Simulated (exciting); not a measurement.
# PbS (Pm-3m) in exciting: further runs

Aim: see how the results for PbS move with the level of theory and the settings. Levels: LDA, PBE. Tasks: single point.

All numbers are computed with exciting (release sodium); they aren't measurements. Logs are shortened: lines on timing, memory, paths and dates and some standing lists are left out, and cuts for length are marked.

## 1. The structure

It takes space group Pm-3m (No. 221, cubic). Conventional cell: a = 3.654 Å, b = 3.654 Å, c = 3.654 Å, α = 90.00°, β = 90.00°, γ = 90.00°. Pb (site symmetry m-3m) has 8 S at 3.16 Å as nearest neighbours. S (site symmetry m-3m) is surrounded by 8 Pb at 3.16 Å.

Measurements of this composition are mostly on another form, of space group No. 225.

## 2. Single point, LDA

input.xml

```xml
<input>
  <title>PbS</title>
  <structure speciespath="./" tshift="false">
    <crystal scale="1">
      <basevect>6.904414862774 0.000000000000 0.000000000000</basevect>
      <basevect>0.000000000000 6.904414862774 0.000000000000</basevect>
      <basevect>0.000000000000 0.000000000000 6.904414862774</basevect>
    </crystal>
    <species speciesfile="Pb.xml" rmt="2.3">
      <atom coord="0.000000000000 0.000000000000 0.000000000000"/>
    </species>
    <species speciesfile="S.xml" rmt="1.9">
      <atom coord="0.500000000000 0.500000000000 0.500000000000"/>
    </species>
  </structure>
  <groundstate do="fromscratch" ngridk="7 7 7" rgkmax="7.5" gmaxvr="14" lmaxapw="10" lmaxmat="10" lmaxvr="8" xctype="LDA_PW" stype="Gaussian" swidth="0.00183747" nempty="10" ValenceRelativity="iora*" epsengy="1e-05" epspot="1e-05" maxscl="60" tforce="true" outputlevel="normal"/>
</input>
```

Potentials or basis: all-electron LAPW+lo, shipped species files, valence relativity iora*.

Launch:

```
OMP_NUM_THREADS=1 exciting_smp
```

INFO.OUT:

```text
================================================================================
EXCITING SODIUM started
[... 10 lines left out ...]

 Lattice vectors (cartesian) :
      6.9044148628      0.0000000000      0.0000000000
      0.0000000000      6.9044148628      0.0000000000
      0.0000000000      0.0000000000      6.9044148628

 Reciprocal lattice vectors (cartesian) :
      0.9100243007      0.0000000000      0.0000000000
      0.0000000000      0.9100243007      0.0000000000
      0.0000000000      0.0000000000      0.9100243007

 Unit cell volume                           :     329.1399784000
 Brillouin zone volume                      :       0.7536313718

 Species :    1 (Pb)
     parameters loaded from                 :    Pb.xml
     name                                   :    lead
     nuclear charge                         :     -82.00000000
     electronic charge                      :      82.00000000
     atomic mass                            :  377702.49410000
     muffin-tin radius                      :       2.30000000
     # of radial points in muffin-tin       :     450

     atomic positions (lattice) :
       1 :   0.00000000  0.00000000  0.00000000

 Species :    2 (S)
     parameters loaded from                 :    S.xml
     name                                   :    sulphur
     nuclear charge                         :     -16.00000000
     electronic charge                      :      16.00000000
     atomic mass                            :   58452.74216000
     muffin-tin radius                      :       1.90000000
     # of radial points in muffin-tin       :     300

     atomic positions (lattice) :
       1 :   0.50000000  0.50000000  0.50000000

 Total number of atoms per unit cell        :       2

 Spin treatment                             :    spin-unpolarised

 Number of Bravais lattice symmetries       :      48
 Number of crystal symmetries               :      48

 k-point grid                               :       7    7    7
 Total number of k-points                   :      20
 k-point set is reduced with crystal symmetries

 R^MT_min * |G+k|_max (rgkmax)              :       7.50000000
 Species with R^MT_min                      :       2 (S)
 Maximum |G+k| for APW functions            :       3.94736842
 Maximum |G| for potential and density      :      14.00000000

 G-vector grid sizes                        :      32    32    32
 Total number of G-vectors                  :   15275

 Maximum angular momentum used for
     APW functions                          :      10
     computing H and O matrix elements      :      10
     potential and density                  :       8
     inner part of muffin-tin               :       2

 Total nuclear charge                       :     -98.00000000
 Total electronic charge                    :      98.00000000
 Total core charge                          :      78.00000000
 Total valence charge                       :      20.00000000

 Number of empty states                     :      10
 Total number of valence states             :      21

 Maximum Hamiltonian size                   :     372
 Maximum number of plane-waves              :     354
 Total number of local-orbitals             :      18

 Exchange-correlation type                  :       3
     Perdew-Wang, Phys. Rev. B 45, 13244 (1992)

 Smearing scheme                            :    Gaussian
 Smearing width                             :       0.00183747

[... 17 lines left out ...]
+ SCF iteration number :    1                                                  +
++++++++++++++++++++++++++++++++++++++++++++++++++++++++++++++++++++++++++++++++
 Total energy                               :    -21304.40134464
 _______________________________________________________________
 Fermi energy                               :         0.21182644
 Kinetic energy                             :     24758.22986205
 Coulomb energy                             :    -45659.24851436
 Exchange energy                            :      -393.51099277
 Correlation energy                         :        -9.87169956

 DOS at Fermi energy (states/Ha/cell)       :         0.00000000

 Electron charges :
     core                                   :        78.00000000
     core leakage                           :         0.01307296
     valence                                :        20.00000000
     interstitial                           :         5.34387424
     charge in muffin-tin spheres :
                  atom     1    Pb          :        78.82295389
                  atom     2     S          :        13.83317187
     total charge in muffin-tins            :        92.65612576
     total charge                           :        98.00000000

 Estimated fundamental gap                  :         0.03956070
        valence-band maximum at   12      0.2857  0.1429  0.1429
     conduction-band minimum at   20      0.4286  0.4286  0.4286

++++++++++++++++++++++++++++++++++++++++++++++++++++++++++++++++++++++++++++++++
+ SCF iteration number :    2                                                  +
++++++++++++++++++++++++++++++++++++++++++++++++++++++++++++++++++++++++++++++++
 Total energy                               :    -21311.90653899
 _______________________________________________________________
 Fermi energy                               :         0.21834854
 Kinetic energy                             :     24751.92717805
 Coulomb energy                             :    -45660.46699379
 Exchange energy                            :      -393.49733547
 Correlation energy                         :        -9.86938778

 DOS at Fermi energy (states/Ha/cell)       :         0.00394434

 Electron charges :
     core                                   :        78.00000000
     core leakage                           :         0.01288266
     valence                                :        20.00000000
     interstitial                           :         5.48065443
     charge in muffin-tin spheres :
                  atom     1    Pb          :        78.93864827
                  atom     2     S          :        13.58069729
     total charge in muffin-tins            :        92.51934557
     total charge                           :        98.00000000

 RMS change in effective potential (target) :  0.395907E-01  ( 0.100000E-04)
 Absolute change in total energy   (target) :   7.50519      ( 0.100000E-04)
 Charge distance                   (target) :  0.616728E-02  ( 0.100000E-04)
 Abs. change in max-nonIBS-force   (target) :   0.00000      ( 0.500000E-04)

++++++++++++++++++++++++++++++++++++++++++++++++++++++++++++++++++++++++++++++++
+ SCF iteration number :    3                                                  +
++++++++++++++++++++++++++++++++++++++++++++++++++++++++++++++++++++++++++++++++
 Total energy                               :    -21314.38012701
 _______________________________________________________________
 Fermi energy                               :         0.21929796
 Kinetic energy                             :     24749.60783717
 Coulomb energy                             :    -45660.63428421
 Exchange energy                            :      -393.48522592
 Correlation energy                         :        -9.86845405

 DOS at Fermi energy (states/Ha/cell)       :        54.20339607

 Electron charges :
     core                                   :        78.00000000
     core leakage                           :         0.01284032
     valence                                :        20.00000000
     interstitial                           :         5.52828759
     charge in muffin-tin spheres :
                  atom     1    Pb          :        78.98620487
                  atom     2     S          :        13.48550754
     total charge in muffin-tins            :        92.47171241
     total charge                           :        98.00000000
[... 296 lines left out ...]
++++++++++++++++++++++++++++++++++++++++++++++++++++++++++++++++++++++++++++++++
+ SCF iteration number :   14                                                  +
++++++++++++++++++++++++++++++++++++++++++++++++++++++++++++++++++++++++++++++++
 Total energy                               :    -21315.43218543
 _______________________________________________________________
 Fermi energy                               :         0.21317659
 Kinetic energy                             :     24748.49352023
 Coulomb energy                             :    -45660.57293702
 Exchange energy                            :      -393.48430480
 Correlation energy                         :        -9.86846383

 DOS at Fermi energy (states/Ha/cell)       :        74.70426937

 Electron charges :
     core                                   :        78.00000000
     core leakage                           :         0.01286622
     valence                                :        20.00000000
     interstitial                           :         5.52114682
     charge in muffin-tin spheres :
                  atom     1    Pb          :        79.00358425
                  atom     2     S          :        13.47526893
     total charge in muffin-tins            :        92.47885318
     total charge                           :        98.00000000

 RMS change in effective potential (target) :  0.334105E-07  ( 0.100000E-04)
 Absolute change in total energy   (target) :  0.372602E-07  ( 0.100000E-04)
 Charge distance                   (target) :  0.668463E-08  ( 0.100000E-04)
 Abs. change in max-nonIBS-force   (target) :   0.00000      ( 0.500000E-04)

++++++++++++++++++++++++++++++++++++++++++++++++++++++++++++++++++++++++++++++++
| Convergency criteria checked for the last 2 iterations                       +
| Convergence targets achieved. Performing final SCF iteration                 +
++++++++++++++++++++++++++++++++++++++++++++++++++++++++++++++++++++++++++++++++
 Total energy                               :    -21315.43218493
 _______________________________________________________________
 Fermi energy                               :         0.21317659
 Kinetic energy                             :     24748.49352024
 Coulomb energy                             :    -45660.57293657
 Exchange energy                            :      -393.48430476
 Correlation energy                         :        -9.86846383

 DOS at Fermi energy (states/Ha/cell)       :        74.70431136

 Electron charges :
     core                                   :        78.00000000
     core leakage                           :         0.01286622
     valence                                :        20.00000000
     interstitial                           :         5.52114688
     charge in muffin-tin spheres :
                  atom     1    Pb          :        79.00358426
                  atom     2     S          :        13.47526886
     total charge in muffin-tins            :        92.47885312
     total charge                           :        98.00000000

++++++++++++++++++++++++++++++++++++++++++++++++++++++++++++++++++++++++++++++++
+ Self-consistent loop stopped                                                 +
++++++++++++++++++++++++++++++++++++++++++++++++++++++++++++++++++++++++++++++++
 STATE.OUT is written

--------------------------------------------------------------------------------
- Writing atomic positions and forces                                          -
--------------------------------------------------------------------------------

 Atomic positions (lattice) :
 atom     1  Pb  :     0.00000000    0.00000000    0.00000000
 atom     2   S  :     0.50000000    0.50000000    0.50000000

 Total atomic forces including IBS (cartesian) :
 atom     1  Pb  :     0.00000000   -0.00000000    0.00000000
 atom     2   S  :     0.00000000    0.00000000   -0.00000000

 Atomic force components including IBS (cartesian) :
 atom     1  Pb  :    -0.00000000   -0.00000000    0.00000000   HF force
                 :    -0.00000000    0.00000000    0.00000000   core correction
                 :    -0.00000000    0.00000000   -0.00000000   IBS correction
 atom     2   S  :     0.00000000    0.00000000    0.00000000   HF force
                 :     0.00000000    0.00000000   -0.00000000   core correction
                 :     0.00000000   -0.00000000    0.00000000   IBS correction

********************************************************************************
[... 7 lines left out ...]
| EXCITING SODIUM stopped                                                      =
================================================================================
```

It took 61 s on 1 thread of Arm Neoverse V2, shared host; peak memory 0.14 GiB.

Results:

```
Free energy                                       : -580022.4616 eV
Band gap on the k mesh                            : none (metal or under the smearing width)
All electrons inside the program's atomic spheres : Pb 79.00; S 13.48 (radii Pb 2.3, S 1.9 bohr)
```

Caveat: the log's total energy holds no entropy term; the free energy is that total less TS from the occupations. The run has no spin-orbit coupling, so splittings on Pb are missing.

## 3. Single point, PBE

Edit input.xml of step 2 so:

```diff
@@ -15,3 +15,3 @@
   </structure>
-  <groundstate do="fromscratch" ngridk="7 7 7" rgkmax="7.5" gmaxvr="14" lmaxapw="10" lmaxmat="10" lmaxvr="8" xctype="LDA_PW" stype="Gaussian" swidth="0.00183747" nempty="10" ValenceRelativity="iora*" epsengy="1e-05" epspot="1e-05" maxscl="60" tforce="true" outputlevel="normal"/>
+  <groundstate do="fromscratch" ngridk="7 7 7" rgkmax="7.5" gmaxvr="14" lmaxapw="10" lmaxmat="10" lmaxvr="8" xctype="GGA_PBE" stype="Gaussian" swidth="0.00367493" nempty="10" ValenceRelativity="iora*" epsengy="1e-05" epspot="1e-05" maxscl="60" tforce="true" outputlevel="high"/>
 </input>
```

Potentials or basis: all-electron LAPW+lo, shipped species files, valence relativity iora*.

Launch:

```
OMP_NUM_THREADS=1 exciting_smp
```

Wall time 62 s (1 thread of Arm Neoverse V2, shared host); peak memory 0.14 GiB.

It converged, with:

```yaml
Free_energy: -580361.2117 eV
All_electrons_inside_the_program's_atomic_spheres: Pb 79.00; S 13.50 (radii Pb 2.3, S 1.9 bohr)
```

Levels at points of the mesh, in eV from the Fermi level:
```csv
k point,band 6,band 7,band 8,band 9,band 10,band 11,band 12,band 13,band 14,band 15
"(0.00, 0.00, 0.00)",-13.06,-6.68,-1.52,-1.52,-1.52,5.56,5.56,6.57,6.57,6.57
```

Caveat: the log's total energy holds no entropy term; the free energy is that total less TS from the occupations. Spin-orbit coupling is left out, which matters for the levels of Pb.
